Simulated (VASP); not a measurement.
# HgSe (F-43m) in VASP: relaxation of cell and atoms with PBE

Aim: the relaxation of cell and atoms of HgSe with PBE.

Program: VASP 6.6.1. These are calculated values, not measurements. Logs are shortened: lines on timing, memory, paths and dates and some standing lists are left out, and cuts for length are marked.

## (1) Starting point

It takes space group F-43m (No. 216, cubic). Conventional cell: a = 6.078 Å, b = 6.078 Å, c = 6.078 Å, α = 90.00°, β = 90.00°, γ = 90.00°. Hg (site symmetry -43m) has 4 Se at 2.63 Å as nearest neighbours. Se (site symmetry -43m) has 4 Hg at 2.63 Å as nearest neighbours.

## (2) Relaxation of cell and atoms, PBE

File INCAR:

```
ALGO = Normal
EDIFF = 1E-7
EDIFFG = -0.004
ENCUT = 600
GGA = PE
IBRION = 2
ISIF = 3
ISMEAR = 0
LASPH = T
LCHARG = F
LREAL = F
LWAVE = F
NELM = 80
NSW = 80
PREC = Accurate
SIGMA = 0.1
```

File KPOINTS:

```
k-points
0
Gamma
  12 12 12
```

File POSCAR:

```
HgSe
1.0
    0.0000000000      3.0390000000      3.0390000000
    3.0390000000      0.0000000000      3.0390000000
    3.0390000000      3.0390000000      0.0000000000
Hg Se
1 1
Direct
    0.0000000000      0.0000000000      0.0000000000
    0.2500000000      0.2500000000      0.2500000000
```

Potentials or basis: VASP PAW PBE potentials, release 64 (Hg, Se).

Run with:

```bash
> cat potpaw_PBE.64/Hg/POTCAR potpaw_PBE.64/Se/POTCAR > POTCAR
> mpirun -np 1 vasp_std > vasp.out
```

OUTCAR:

```text
EDIFF = 1E-7
   EDIFFG = -0.004
   ENCUT = 600
   GGA = PE
   IBRION = 2
   ISIF = 3
   ISMEAR = 0
   LASPH = T
   LREAL = F
   NELM = 80
   NSW = 80
   PREC = Accurate

 ion  position               nearest neighbor table
   1  0.000  0.000  0.000-   2 2.63   2 2.63   2 2.63   2 2.63
   2  0.250  0.250  0.250-   1 2.63   1 2.63   1 2.63   1 2.63

  LATTYP: Found a face centered cubic cell.
 ALAT       =     6.0780000000

  Lattice vectors:

 A1 = (   0.0000000000,   3.0390000000,   3.0390000000)
 A2 = (   3.0390000000,   0.0000000000,   3.0390000000)
 A3 = (   3.0390000000,   3.0390000000,   0.0000000000)

Analysis of symmetry for initial positions (statically):
=====================================================================
 Subroutine PRICEL returns:
 Original cell was already a primitive cell.

 Routine SETGRP: Setting up the symmetry group for a
 face centered cubic supercell.

 Subroutine GETGRP returns: Found 24 space group operations
 (whereof 24 operations were pure point group operations)
 out of a pool of 48 trial point group operations.

The static configuration has the point symmetry T_d .

Analysis of symmetry for dynamics (positions and initial velocities):
=====================================================================
 Subroutine PRICEL returns:
 Original cell was already a primitive cell.

 Routine SETGRP: Setting up the symmetry group for a
 face centered cubic supercell.

 Subroutine GETGRP returns: Found 24 space group operations
 (whereof 24 operations were pure point group operations)
 out of a pool of 48 trial point group operations.

The dynamic configuration has the point symmetry T_d .

 Subroutine INISYM returns: Found 24 space group operations
 (whereof 24 operations are pure point group operations),
 and found     1 'primitive' translations

----------------------------------------------------------------------------------------

                                     Primitive cell

  volume of cell :      56.1335

  direct lattice vectors                    reciprocal lattice vectors
     0.000000000  3.039000000  3.039000000    -0.164527805  0.164527805  0.164527805
     3.039000000  0.000000000  3.039000000     0.164527805 -0.164527805  0.164527805
     3.039000000  3.039000000  0.000000000     0.164527805  0.164527805 -0.164527805

  length of vectors
     4.297795016  4.297795016  4.297795016     0.284970518  0.284970518  0.284970518

  position of ions in fractional coordinates (direct lattice)
     0.000000000  0.000000000  0.000000000
     0.250000000  0.250000000  0.250000000

  ion indices of the primitive-cell ions
   primitive index   ion index
                 1           1
                 2           2

----------------------------------------------------------------------------------------

 KPOINTS: k-points

Automatic generation of k-mesh.
 Grid dimensions read from file:
 generate k-points for:   12   12   12

 Generating k-lattice:

  Cartesian coordinates                     Fractional coordinates (reciprocal lattice)
    -0.013710650  0.013710650  0.013710650     0.083333333  0.000000000  0.000000000
     0.013710650 -0.013710650  0.013710650     0.000000000  0.083333333  0.000000000
     0.013710650  0.013710650 -0.013710650     0.000000000  0.000000000  0.083333333

  Length of vectors
     0.023747543  0.023747543  0.023747543

  Shift w.r.t. Gamma in fractional coordinates (k-lattice)
     0.000000000  0.000000000  0.000000000

 Subroutine IBZKPT returns following result:
 ===========================================

 Found     72 irreducible k-points:

 Following reciprocal coordinates:
            Coordinates               Weight
  0.000000  0.000000  0.000000      1.000000
  0.083333  0.000000  0.000000      8.000000
  0.166667  0.000000  0.000000      8.000000
  0.250000  0.000000  0.000000      8.000000
  0.333333  0.000000  0.000000      8.000000
  0.416667  0.000000  0.000000      8.000000
[... 16 lines left out ...]
  0.500000  0.166667  0.000000     24.000000
 -0.416667  0.166667  0.000000     24.000000
 [... further k-points ...]
   k-points           NKPTS =     72   k-points in BZ     NKDIM =     72   number of bands    NBANDS=     13
   number of dos      NEDOS =    301   number of ions     NIONS =      2
   total plane-waves  NPLWV =  46656
   dimension x,y,z NGX =    36 NGY =   36 NGZ =   36
   dimension x,y,z NGXF=    72 NGYF=   72 NGZF=   72
   ions per type =               1   1
   NGX,Y,Z   is equivalent  to a cutoff of  13.93, 13.93, 13.93 a.u.
   NGXF,Y,Z  is equivalent  to a cutoff of  27.85, 27.85, 27.85 a.u.
 SYSTEM =  unknown system
   PREC   = accura    normal or accurate (medium, high low for compatibility)
   ISTART =      0    job   : 0-new  1-cont  2-samecut
   ICHARG =      2    charge: 1-file 2-atom 10-const
   ISPIN  =      1    spin polarized calculation?
   LNONCOLLINEAR =      F non collinear calculations
   LSORBIT =      F    spin-orbit coupling
   LASPH  =      T    aspherical Exc in radial PAW
   ENCUT  =  600.0 eV  44.10 Ry    6.64 a.u.   8.58  8.58  8.58*2*pi/ulx,y,z
   NELM   =     80;   NELMIN=  2; NELMDL= -5     # of ELM steps
   EDIFF  = 0.1E-06   stopping-criterion for ELM
   LREAL  =      F    real-space projection
   EDIFFG = -.4E-02   stopping-criterion for IOM
   NSW    =     80    number of steps for IOM
   IBRION =      2    ionic relax: 0-MD 1-quasi-New 2-CG
   NFREE  =      1    steps in history (QN), initial steepest desc. (CG)
   ISIF   =      3    stress and relaxation
   ISYM   =      2    0-nonsym 1-usesym 2-fastsym
   POTIM  = 0.5000    time-step for ionic-motion
   TEBEG  =    0.0;   TEEND  =   0.0 temperature during run
   PSTRESS=    0.0 pullay stress
   NELECT =      18.0000    total number of electrons
   NUPDOWN=      -1.0000    fix difference up-down
   EMIN   =  10.00;   EMAX   =-10.00  energy-range for DOS
   EFERMI =   0.00;   METHOD = LEGACY
   ISMEAR =     0;   SIGMA  =   0.10  broadening in eV -4-tet -1-fermi 0-gaus
   EFERMI_NEDOS =   21; number of points for ismear=-14 and -15
   IALGO  =     38    algorithm
   IMIX   =      4    mixing-type and parameters
     AMIX     =   0.40;   BMIX     =  1.00
     AMIX_MAG =   1.60;   BMIX_MAG =  1.00
  volume/ion in A,a.u.               =      28.07       189.40
  Fermi-wavevector in a.u.,A,eV,Ry     =   1.120534  2.117502 17.083421  1.255596
  Thomas-Fermi vector in A             =   2.257181
   LORBIT       =      0    0 simple, 1 ext, 2 COOP (PROOUT), +10 PAW based schemes
   GGA     = PE    functional components
   LHFCALC =     F    Hartree Fock is set to
   AEXX    =    0.0000 exact exchange contribution
   IVDW    =     0    specifies the selected vdW correction
   LEPSILON=     F    determine dielectric tensor
   LRPA    =     F    only Hartree local field effects (RPA)
 conjugate gradient relaxation of ions
 non-spin polarized calculation
 Gauss-broadening in eV      SIGMA  =   0.10
  energy-cutoff  :      600.00
  volume of cell :       56.13
 maximum number of plane-waves:      1895
 NGX is ok and might be reduce to    36
   NGX = 17   NGY = 17   NGZ = 17

--------------------------------------- Ionic step        1  -------------------------------------------

 number of electron      17.9999998 magnetization

 Free energy of the ion-electron system (eV)
  ---------------------------------------------------
  ext. energy  EPLUGINS =         0.00000000
  ---------------------------------------------------
  free energy    TOTEN  =        -4.01029145 eV

  energy without entropy =       -4.01013309  energy(sigma->0) =       -4.01021227

------------------------ aborting loop because EDIFF is reached ----------------------------------------

  FORCE on cell =-STRESS in cart. coord.  units (eV):
  Direction    XX          YY          ZZ          XY          YZ          ZX
  --------------------------------------------------------------------------------------
  -------------------------------------------------------------------------------------
  Total        1.7651908      1.7651908      1.7651908      0.0000000      0.0000000      0.0000000
  in kB       50.3825492     50.3825492     50.3825492      0.0000000      0.0000000      0.0000000
  external PRESSURE =      50.3825492 kB  Pullay stress =       0.0000000 kB

 VOLUME and BASIS-vectors are now :
 -----------------------------------------------------------------------------
  energy-cutoff  :      600.00
  volume of cell :       56.13
      direct lattice vectors                 reciprocal lattice vectors
     0.000000000  3.039000000  3.039000000    -0.164527805  0.164527805  0.164527805
     3.039000000  0.000000000  3.039000000     0.164527805 -0.164527805  0.164527805
     3.039000000  3.039000000  0.000000000     0.164527805  0.164527805 -0.164527805
[... 37 lines left out ...]
 POSITION                                       TOTAL-FORCE (eV/Angst)
 -----------------------------------------------------------------------------------
      6.33679      3.16840      3.16840         0.000000      0.000000      0.000000
      1.58420      1.58420      1.58420        -0.000000     -0.000000     -0.000000
 -----------------------------------------------------------------------------------
    total drift:                                0.000000      0.000000      0.000000

  FREE ENERGIE OF THE ION-ELECTRON SYSTEM (eV)
  ---------------------------------------------------
  free  energy   TOTEN  =        -4.0806600655 eV

  energy  without entropy=       -4.0804872894  energy(sigma->0) =       -4.08057368

--------------------------------------- Ionic step        3  -------------------------------------------

 number of electron      18.0000002 magnetization

 Free energy of the ion-electron system (eV)
  ---------------------------------------------------
  ext. energy  EPLUGINS =         0.00000000
  ---------------------------------------------------
  free energy    TOTEN  =        -4.08877055 eV

  energy without entropy =       -4.08860216  energy(sigma->0) =       -4.08868636

 E-fermi :   0.9917     XC(G=0):  -8.6275

 val. band max:        0.9163878317   @ k =   0.0000   0.0000   0.0000
 cond. band min:       1.2362036698   @ k =   0.0833   0.0000   0.0000
 fundamental gap:      0.3198158381
 Fermi energy:         0.9917140761

 k-point     1 :       0.0000    0.0000    0.0000
  band No.  band energies     occupation
      1     -11.9465      2.00000
      2      -5.7491      2.00000
      3      -5.7491      2.00000
      4      -5.7491      2.00000
      5      -5.1516      2.00000
      6      -5.1516      2.00000
      7      -0.1321      2.00000
      8       0.9164      1.71325
      9       0.9164      1.71325
     10       0.9164      1.71325
     11       6.5093      0.00000
     12       6.5093      0.00000
     13       6.5093      0.00000

 k-point     2 :       0.0833    0.0000    0.0000
  band No.  band energies     occupation
      1     -11.9220      2.00000
      2      -5.7375      2.00000
      3      -5.7375      2.00000
      4      -5.7360      2.00000
      5      -5.1525      2.00000
      6      -5.1525      2.00000
      7      -0.5514      2.00000
      8       0.8555      1.94593
      9       0.8555      1.94593
     10       1.2362      0.00054
     11       6.2970      0.00000
[... 339 lines left out ...]
 k-point    24 :      -0.4167    0.1667    0.0000
  band No.  band energies     occupation
      1     -11.5268      2.00000
      2      -5.5823      2.00000
      3      -5.5513      2.00000
      4      -5.1629      2.00000
      5      -5.1272      2.00000
      6      -4.8780      2.00000
      7      -3.8412      2.00000
      8      -0.8443      2.00000
      9      -0.0921      2.00000
     10       2.9965      0.00000
     11       6.4836      0.00000
     12       7.6489      0.00000
     13       7.6776      0.00000

 [... further k-points ...]

------------------------ aborting loop because EDIFF is reached ----------------------------------------

  FORCE on cell =-STRESS in cart. coord.  units (eV):
  Direction    XX          YY          ZZ          XY          YZ          ZX
  --------------------------------------------------------------------------------------
  -------------------------------------------------------------------------------------
  Total        0.0066145      0.0066145      0.0066145      0.0000000      0.0000000      0.0000000
  in kB        0.1720700      0.1720700      0.1720700      0.0000000      0.0000000      0.0000000
  external PRESSURE =       0.1720700 kB  Pullay stress =       0.0000000 kB

 VOLUME and BASIS-vectors are now :
 -----------------------------------------------------------------------------
  energy-cutoff  :      600.00
  volume of cell :       61.59
      direct lattice vectors                 reciprocal lattice vectors
    -0.000000000  3.134420274  3.134420274    -0.159519132  0.159519132  0.159519132
     3.134420274  0.000000000  3.134420274     0.159519132 -0.159519132  0.159519132
     3.134420274  3.134420274  0.000000000     0.159519132  0.159519132 -0.159519132

 POSITION                                       TOTAL-FORCE (eV/Angst)
 -----------------------------------------------------------------------------------
     -0.00000      0.00000      0.00000         0.000000      0.000000     -0.000000
      1.56721      1.56721      1.56721        -0.000000     -0.000000      0.000000
 -----------------------------------------------------------------------------------
    total drift:                               -0.000000     -0.000000     -0.000000

  FREE ENERGIE OF THE ION-ELECTRON SYSTEM (eV)
  ---------------------------------------------------
  free  energy   TOTEN  =        -4.0887705532 eV

  energy  without entropy=       -4.0886021608  energy(sigma->0) =       -4.08868636

 reached required accuracy - stopping structural energy minimisation
```

It took 1.7 min on 1 thread of AMD EPYC 9R14 (Zen 4), shared host; peak memory 0.22 GiB.

Results:

| Quantity | Value |
| --- | --- |
| Free energy | -4.0888 eV |
| Relaxed volume | 30.79 Å³/atom |
| Relaxed cell | a = 4.433 Å, b = 4.433 Å, c = 4.433 Å, α = 60.00°, β = 60.00°, γ = 60.00° |
| Space group after relaxing (to 0.05 Å) | F-43m (No. 216) |
| Energy gained by relaxing | 39.2 meV/atom |
| Ionic steps | 3 |
| Pressure after relaxing | 0.0 GPa |
| Band gap on the k mesh | none (metal or under the smearing width) |

Step by step:
```csv
step,energy change (eV),largest force (eV/Å),pressure (GPa),volume (Å³)
1,0.0000,0.0000,5.04,56.13
2,-0.0704,0.0000,-1.26,63.61
3,-0.0785,0.0000,0.02,61.59
```

Final structure:
```
Hg Se
1.0
     0.00000    3.13442    3.13442
     3.13442    0.00000    3.13442
     3.13442    3.13442    0.00000
Hg Se
1 1
Direct
  0.00000 0.00000 0.00000
  0.25000 0.25000 0.25000
```

Levels at points of the mesh, in eV from the Fermi level:
```
           k point  band 6  band 7  band 8  band 9  band 10  band 11  band 12  band 13
(0.00, 0.00, 0.00)   -6.14   -1.12   -0.08   -0.08    -0.08     5.52     5.52     5.52
(0.50, 0.00, 0.00)   -5.89   -4.98   -0.89   -0.89     1.02     6.21     6.21     6.72
(0.50, 0.50, 0.00)   -5.85   -4.74   -2.01   -2.01     2.60     3.13     8.20     9.34
```
